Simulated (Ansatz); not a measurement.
# Cs (Fm-3m): compression over a wide range

Aim: energy and pressure of Cs (Fm-3m) over a wide range of volumes, and a fit. The run doesn't test whether this is the element's stable form.

Method: DFT r²SCAN, scalar-relativistic, plane waves, PAW, in Ansatz 0.2.0.

### 1 The system as given

Symmetry: Fm-3m, No. 225, cubic system. The conventional cell has a = 7.941 Å, b = 7.941 Å, c = 7.941 Å, α = 90.00°, β = 90.00°, γ = 90.00°.

Structure file:

```
Cs
1.0
     0.00000    3.97029    3.97029
     3.97029    0.00000    3.97029
     3.97029    3.97029    0.00000
Cs
1
Direct
  0.00000 0.00000 0.00000
```

An earlier run at r²SCAN left this cell at 125.169 Å³/atom and 0.00 GPa (10×10×10 mesh).

### 2 Volume × 0.96

Contents of input.yaml:

```yaml
crystal:
  lattice:
    - [0.0, 3.916629584, 3.916629584]
    - [3.916629584, 0.0, 3.916629584]
    - [3.916629584, 3.916629584, 0.0]
  atoms:
    - { symbol: Cs, position: [0.0, 0.0, 0.0] }
basis:
  ecutwfc: 500
  ecutrho_ratio: 4
kpoints:
  mp_grid: { grid: [10, 10, 10] }
hamiltonian:
  xc: r2scan
scf:
  occupations: { method: gaussian, width: 0.05 }
output:
  forces: true
  stress: true
  eigenvalues: true
```

Launch:

```
ansatz run input.yaml --threads 1 --pin off --max-ram 2560MiB --backend cpu --events-out ev --progress --plain --runs-dir out
```

The log of the run, cut to the lines that bear on the results:

```text
Warning: RAYON_NUM_THREADS=1 ignored (pool sized by the plan → 1); use --threads N
[...]
Pseudopotentials: kind: paw
Pseudopotential: Cs, paw, valence charge 9, recommended cutoff 500 eV (meta_gga), Cs.paw.azcp
Functional definition: r2SCAN
[...]
Crystal: 1 atoms, lattice volume = 120.162 Å³
Basis set: ecut = 500 eV, 3071 PW (Γ), exchange–correlation on 180×180×180 points (64 copies of the dense FFT grid, shifted against one another)
Bands: 9, of which v1, the nominal top of the filled ones, is band 5 counted from 1 (4 counted from 0)
Symmetry: 48 space group operations
Space group: Fm-3m (ITA 225), of the structure as read, at distance tolerance 4.9e-5 Å
k-points: 47 of 1000
[...]
SCF iter   1: F=—  HF=-5685.919187 eV  |F-HF|=—  |Δ(HF+E_count)|=         —  Δρ=2.12e-3  dr2=6.70e-3  dr2_τ=1.67e-4  ethr=1.77e-3  ⟨swp⟩=6.0  Hψ=3578  notcnv=0
[...]
SCF iter   7: F=-5685.921136 eV  HF=-5685.921136 eV  |F-HF|=4.54e-8  |Δ(HF+E_count)|=   7.18e-8  Δρ=1.33e-6  dr2=5.73e-9  dr2_τ=6.48e-11  ethr=1.11e-9  ⟨swp⟩=5.9  Hψ=2148  notcnv=0
[...]
SCF converged after 7 iterations
Free energy (F): -5685.921136 eV
[...]
E sigma→0 (E₀):  -5685.920097 eV
Entropy (-TS):   -0.002079 eV (-2.079 meV/atom)
Fermi energy:    2.111878 eV
[...]
--- Forces (eV/Å), atoms counted from 1 ---
  atom   1  Cs    -0.00000000     0.00000000     0.00000000
[...]
--- Stress (GPa, compression-positive) ---
        0.074527      -0.000000      -0.000000
       -0.000000       0.074527      -0.000000
        0.000000      -0.000000       0.074527
  P = ⅓ Tr σ = 0.0745 GPa (0.745 kbar)
--- Band table (eV; the first three rows and the last of 47) ---
  k-point 0: bands = ["-22.6763", "-9.0631", "-9.0631", "-9.0631", "0.3921", "4.8563", "4.8563", "4.8563", "5.9887"]
[...]
```

Run time: 9.8 s. Hardware: 1 thread of Arm Neoverse V1, shared host; peak memory 0.77 GiB.

Result: volume 120.162 Å³/atom, pressure 0.07 GPa, no gap.

### 3 Volume × 1.04

Edit input.yaml of step 2 so:

```diff
@@ -2,5 +2,5 @@
   lattice:
-    - [0.0, 3.916629584, 3.916629584]
-    - [3.916629584, 0.0, 3.916629584]
-    - [3.916629584, 3.916629584, 0.0]
+    - [0.0, 4.0225353444, 4.0225353444]
+    - [4.0225353444, 0.0, 4.0225353444]
+    - [4.0225353444, 4.0225353444, 0.0]
   atoms:
```

Launch:

```
ansatz run input.yaml --threads 1 --pin off --max-ram 2560MiB --backend cpu --events-out ev --progress --plain --runs-dir out
```

The log of the run, cut to the lines that bear on the results:

```text
Warning: RAYON_NUM_THREADS=1 ignored (pool sized by the plan → 1); use --threads N
[...]
[... 3 set-up lines as earlier in the session ...]
[...]
Crystal: 1 atoms, lattice volume = 130.176 Å³
Basis set: ecut = 500 eV, 3287 PW (Γ), exchange–correlation on 180×180×180 points (64 copies of the dense FFT grid, shifted against one another)
Bands: 9, of which v1, the nominal top of the filled ones, is band 5 counted from 1 (4 counted from 0)
[... 1 set-up line as earlier in the session ...]
Space group: Fm-3m (ITA 225), of the structure as read, at distance tolerance 5.1e-5 Å
k-points: 47 of 1000
[...]
SCF iter   1: F=—  HF=-5685.915527 eV  |F-HF|=—  |Δ(HF+E_count)|=         —  Δρ=2.09e-3  dr2=7.06e-3  dr2_τ=1.67e-4  ethr=1.77e-3  ⟨swp⟩=6.0  Hψ=3578  notcnv=0
[...]
SCF iter   7: F=-5685.920976 eV  HF=-5685.920976 eV  |F-HF|=3.33e-8  |Δ(HF+E_count)|=   4.14e-7  Δρ=2.03e-6  dr2=2.25e-8  dr2_τ=3.49e-11  ethr=1.11e-9  ⟨swp⟩=4.3  Hψ=2239  notcnv=0
[...]
SCF converged after 7 iterations
Free energy (F): -5685.920976 eV
[...]
E sigma→0 (E₀):  -5685.919945 eV
Entropy (-TS):   -0.002062 eV (-2.062 meV/atom)
Fermi energy:    1.787583 eV
[...]
--- Forces (eV/Å), atoms counted from 1 ---
  atom   1  Cs    -0.00000000    -0.00000000    -0.00000000
[...]
--- Stress (GPa, compression-positive) ---
       -0.071113       0.000000       0.000000
        0.000000      -0.071113      -0.000000
       -0.000000       0.000000      -0.071113
  P = ⅓ Tr σ = -0.0711 GPa (-0.711 kbar)
--- Band table (eV; the first three rows and the last of 47) ---
  k-point 0: bands = ["-23.0440", "-9.4384", "-9.4384", "-9.4384", "0.1477", "4.4940", "4.4940", "4.4940", "5.5563"]
[...]
```

Run time: 10 s. Hardware: 1 thread of Arm Neoverse V1, shared host; peak memory 0.78 GiB.

Read off: volume 130.176 Å³/atom, pressure -0.07 GPa, metallic.

### 4 Volume × 0.92

Edit input.yaml of step 3 so:

```diff
@@ -2,5 +2,5 @@
   lattice:
-    - [0.0, 4.0225353444, 4.0225353444]
-    - [4.0225353444, 0.0, 4.0225353444]
-    - [4.0225353444, 4.0225353444, 0.0]
+    - [0.0, 3.8614584382, 3.8614584382]
+    - [3.8614584382, 0.0, 3.8614584382]
+    - [3.8614584382, 3.8614584382, 0.0]
   atoms:
```

Launch:

```
ansatz run input.yaml --threads 1 --pin off --max-ram 2560MiB --backend cpu --events-out ev --progress --plain --runs-dir out
```

The log of the run, cut to the lines that bear on the results:

```text
Warning: RAYON_NUM_THREADS=1 ignored (pool sized by the plan → 1); use --threads N
[...]
[... 3 set-up lines as earlier in the session ...]
[...]
Crystal: 1 atoms, lattice volume = 115.155 Å³
Basis set: ecut = 500 eV, 2891 PW (Γ), exchange–correlation on 160×160×160 points (64 copies of the dense FFT grid, shifted against one another)
Bands: 9, of which v1, the nominal top of the filled ones, is band 5 counted from 1 (4 counted from 0)
[... 2 set-up lines as earlier in the session ...]
k-points: 47 of 1000
[...]
SCF iter   1: F=—  HF=-5685.916442 eV  |F-HF|=—  |Δ(HF+E_count)|=         —  Δρ=2.13e-3  dr2=6.47e-3  dr2_τ=1.66e-4  ethr=1.77e-3  ⟨swp⟩=6.0  Hψ=3570  notcnv=0
[...]
SCF iter   6: F=-5685.917377 eV  HF=-5685.917377 eV  |F-HF|=1.08e-8  |Δ(HF+E_count)|=   3.44e-7  Δρ=5.22e-6  dr2=7.98e-8  dr2_τ=5.78e-10  ethr=1.11e-9  ⟨swp⟩=8.3  Hψ=2540  notcnv=0
[...]
SCF converged after 6 iterations
Free energy (F): -5685.917377 eV
[...]
E sigma→0 (E₀):  -5685.916326 eV
Entropy (-TS):   -0.002101 eV (-2.101 meV/atom)
Fermi energy:    2.296276 eV
[...]
--- Forces (eV/Å), atoms counted from 1 ---
  atom   1  Cs    -0.00000000    -0.00000000    -0.00000000
[...]
--- Stress (GPa, compression-positive) ---
        0.169048       0.000000       0.000000
        0.000000       0.169048       0.000000
        0.000000       0.000000       0.169048
  P = ⅓ Tr σ = 0.1690 GPa (1.690 kbar)
--- Band table (eV; the first three rows and the last of 47) ---
  k-point 0: bands = ["-22.4727", "-8.8542", "-8.8542", "-8.8542", "0.5339", "5.0579", "5.0579", "5.0579", "6.2299"]
[...]
```

It took 8.4 s on 1 thread of Arm Neoverse V1, shared host; peak memory 0.64 GiB.

This gives: volume 115.155 Å³/atom, pressure 0.17 GPa, no gap.

### 5 Volume × 0.88

Edit input.yaml of step 4 so:

```diff
@@ -2,5 +2,5 @@
   lattice:
-    - [0.0, 3.8614584382, 3.8614584382]
-    - [3.8614584382, 0.0, 3.8614584382]
-    - [3.8614584382, 3.8614584382, 0.0]
+    - [0.0, 3.8046640346, 3.8046640346]
+    - [3.8046640346, 0.0, 3.8046640346]
+    - [3.8046640346, 3.8046640346, 0.0]
   atoms:
```

Launch:

```
ansatz run input.yaml --threads 1 --pin off --max-ram 2560MiB --backend cpu --events-out ev --progress --plain --runs-dir out
```

The log of the run, cut to the lines that bear on the results:

```text
Warning: RAYON_NUM_THREADS=1 ignored (pool sized by the plan → 1); use --threads N
[...]
[... 3 set-up lines as earlier in the session ...]
[...]
Crystal: 1 atoms, lattice volume = 110.149 Å³
Basis set: ecut = 500 eV, 2741 PW (Γ), exchange–correlation on 160×160×160 points (64 copies of the dense FFT grid, shifted against one another)
Bands: 9, of which v1, the nominal top of the filled ones, is band 5 counted from 1 (4 counted from 0)
[... 1 set-up line as earlier in the session ...]
Space group: Fm-3m (ITA 225), of the structure as read, at distance tolerance 4.8e-5 Å
k-points: 47 of 1000
[...]
SCF iter   1: F=—  HF=-5685.910109 eV  |F-HF|=—  |Δ(HF+E_count)|=         —  Δρ=2.13e-3  dr2=6.02e-3  dr2_τ=1.64e-4  ethr=1.77e-3  ⟨swp⟩=6.0  Hψ=3575  notcnv=0
[...]
SCF iter   6: F=-5685.910392 eV  HF=-5685.910392 eV  |F-HF|=5.32e-9  |Δ(HF+E_count)|=   3.38e-8  Δρ=5.80e-6  dr2=8.57e-8  dr2_τ=3.89e-10  ethr=1.11e-9  ⟨swp⟩=5.4  Hψ=2509  notcnv=0
[...]
SCF converged after 6 iterations
Free energy (F): -5685.910392 eV
[...]
E sigma→0 (E₀):  -5685.909329 eV
Entropy (-TS):   -0.002126 eV (-2.126 meV/atom)
Fermi energy:    2.498333 eV
[...]
--- Forces (eV/Å), atoms counted from 1 ---
  atom   1  Cs    -0.00000000     0.00000000     0.00000000
[...]
--- Stress (GPa, compression-positive) ---
        0.281680      -0.000000       0.000000
       -0.000000       0.281680      -0.000000
       -0.000000      -0.000000       0.281680
  P = ⅓ Tr σ = 0.2817 GPa (2.817 kbar)
--- Band table (eV; the first three rows and the last of 47) ---
  k-point 0: bands = ["-22.2535", "-8.6282", "-8.6282", "-8.6282", "0.6914", "5.2755", "5.2755", "5.2755", "6.4903"]
[...]
```

It took 8.3 s on 1 thread of Arm Neoverse V1, shared host; peak memory 0.64 GiB.

In short: volume 110.149 Å³/atom, pressure 0.28 GPa, metallic.

### 6 Volume × 0.84

Edit input.yaml of step 5 so:

```diff
@@ -2,5 +2,5 @@
   lattice:
-    - [0.0, 3.8046640346, 3.8046640346]
-    - [3.8046640346, 0.0, 3.8046640346]
-    - [3.8046640346, 3.8046640346, 0.0]
+    - [0.0, 3.7461214313, 3.7461214313]
+    - [3.7461214313, 0.0, 3.7461214313]
+    - [3.7461214313, 3.7461214313, 0.0]
   atoms:
```

Launch:

```
ansatz run input.yaml --threads 1 --pin off --max-ram 2560MiB --backend cpu --events-out ev --progress --plain --runs-dir out
```

The log of the run, cut to the lines that bear on the results:

```text
Warning: RAYON_NUM_THREADS=1 ignored (pool sized by the plan → 1); use --threads N
[...]
[... 3 set-up lines as earlier in the session ...]
[...]
Crystal: 1 atoms, lattice volume = 105.142 Å³
Basis set: ecut = 500 eV, 2685 PW (Γ), exchange–correlation on 160×160×160 points (64 copies of the dense FFT grid, shifted against one another)
Bands: 9, of which v1, the nominal top of the filled ones, is band 5 counted from 1 (4 counted from 0)
[... 1 set-up line as earlier in the session ...]
Space group: Fm-3m (ITA 225), of the structure as read, at distance tolerance 4.7e-5 Å
k-points: 47 of 1000
[...]
SCF iter   1: F=—  HF=-5685.899485 eV  |F-HF|=—  |Δ(HF+E_count)|=         —  Δρ=2.12e-3  dr2=5.63e-3  dr2_τ=1.63e-4  ethr=1.77e-3  ⟨swp⟩=6.0  Hψ=3592  notcnv=0
[...]
SCF iter   6: F=-5685.899553 eV  HF=-5685.899553 eV  |F-HF|=1.89e-8  |Δ(HF+E_count)|=   2.82e-8  Δρ=5.71e-6  dr2=7.67e-8  dr2_τ=4.32e-10  ethr=1.11e-9  ⟨swp⟩=7.7  Hψ=2450  notcnv=0
[...]
SCF converged after 6 iterations
Free energy (F): -5685.899553 eV
[...]
E sigma→0 (E₀):  -5685.898482 eV
Entropy (-TS):   -0.002142 eV (-2.142 meV/atom)
Fermi energy:    2.720389 eV
[...]
--- Forces (eV/Å), atoms counted from 1 ---
  atom   1  Cs    -0.00000000    -0.00000000     0.00000000
[...]
--- Stress (GPa, compression-positive) ---
        0.416437       0.000000       0.000000
       -0.000000       0.416437       0.000000
        0.000000       0.000000       0.416437
  P = ⅓ Tr σ = 0.4164 GPa (4.164 kbar)
--- Band table (eV; the first three rows and the last of 47) ---
  k-point 0: bands = ["-22.0167", "-8.3830", "-8.3830", "-8.3830", "0.8669", "5.5108", "5.5108", "5.5108", "6.7728"]
[...]
```

Wall time 7.2 s (1 thread of Arm Neoverse V1, shared host); peak memory 0.64 GiB.

Read off: volume 105.142 Å³/atom, pressure 0.42 GPa, a metal on this mesh.

### 7 Volume × 0.8

Edit input.yaml of step 6 so:

```diff
@@ -2,5 +2,5 @@
   lattice:
-    - [0.0, 3.7461214313, 3.7461214313]
-    - [3.7461214313, 0.0, 3.7461214313]
-    - [3.7461214313, 3.7461214313, 0.0]
+    - [0.0, 3.6856895504, 3.6856895504]
+    - [3.6856895504, 0.0, 3.6856895504]
+    - [3.6856895504, 3.6856895504, 0.0]
   atoms:
```

Launch:

```
ansatz run input.yaml --threads 1 --pin off --max-ram 2560MiB --backend cpu --events-out ev --progress --plain --runs-dir out
```

The log of the run, cut to the lines that bear on the results:

```text
Warning: RAYON_NUM_THREADS=1 ignored (pool sized by the plan → 1); use --threads N
[...]
[... 3 set-up lines as earlier in the session ...]
[...]
Crystal: 1 atoms, lattice volume = 100.135 Å³
Basis set: ecut = 500 eV, 2637 PW (Γ), exchange–correlation on 160×160×160 points (64 copies of the dense FFT grid, shifted against one another)
Bands: 9, of which v1, the nominal top of the filled ones, is band 5 counted from 1 (4 counted from 0)
[... 1 set-up line as earlier in the session ...]
Space group: Fm-3m (ITA 225), of the structure as read, at distance tolerance 4.6e-5 Å
k-points: 47 of 1000
[...]
SCF iter   1: F=—  HF=-5685.883939 eV  |F-HF|=—  |Δ(HF+E_count)|=         —  Δρ=2.10e-3  dr2=5.15e-3  dr2_τ=1.63e-4  ethr=1.77e-3  ⟨swp⟩=6.0  Hψ=3592  notcnv=0
[...]
SCF iter   6: F=-5685.884094 eV  HF=-5685.884094 eV  |F-HF|=6.38e-8  |Δ(HF+E_count)|=   2.86e-7  Δρ=4.71e-6  dr2=4.91e-8  dr2_τ=6.63e-10  ethr=1.11e-9  ⟨swp⟩=7.4  Hψ=2365  notcnv=0
[...]
SCF converged after 6 iterations
Free energy (F): -5685.884094 eV
[...]
E sigma→0 (E₀):  -5685.883011 eV
Entropy (-TS):   -0.002165 eV (-2.165 meV/atom)
Fermi energy:    2.965694 eV
[...]
--- Forces (eV/Å), atoms counted from 1 ---
  atom   1  Cs    -0.00000000    -0.00000000     0.00000000
[...]
--- Stress (GPa, compression-positive) ---
        0.578335       0.000000       0.000000
       -0.000000       0.578335      -0.000000
       -0.000000       0.000000       0.578335
  P = ⅓ Tr σ = 0.5783 GPa (5.783 kbar)
--- Band table (eV; the first three rows and the last of 47) ---
  k-point 0: bands = ["-21.7599", "-8.1157", "-8.1157", "-8.1157", "1.0634", "5.7664", "5.7664", "5.7664", "7.0806"]
[...]
```

It took 7 s on 1 thread of Arm Neoverse V1, shared host; peak memory 0.64 GiB.

In short: volume 100.135 Å³/atom, pressure 0.58 GPa, metallic.

### 8 All volumes together

| volume (Å³/atom) | energy above the lowest (meV/atom) | pressure (GPa) | gap on the mesh (eV) | space group |
| --- | --- | --- | --- | --- |
| 100.135 | 38.1 | 0.6 | 0.00 | Fm-3m |
| 105.142 | 22.7 | 0.4 | 0.00 | Fm-3m |
| 110.149 | 11.8 | 0.3 | 0.00 | Fm-3m |
| 115.155 | 4.8 | 0.2 | 0.00 | Fm-3m |
| 120.162 | 1.1 | 0.1 | 0.00 | Fm-3m |
| 125.169 | 0.0 | 0.0 | 0.00 | Fm-3m |
| 130.176 | 1.2 | -0.1 | 0.00 | Fm-3m |

### 9 What came out

| quantity | value |
| --- | --- |
| range of pressure | -0.1 to 0.6 GPa |
| V0 (fit) | 124.86 Å³/atom |
| B0 (fit) | 2 GPa |
| B0′ (fit) | 3.33 |

What this shows: A third-order Birch-Murnaghan fit follows the points with an rms miss of 0.00 meV/atom. Symmetry fixes shape and sites, so only the volume changes. Other structures may be lower in enthalpy at these pressures.
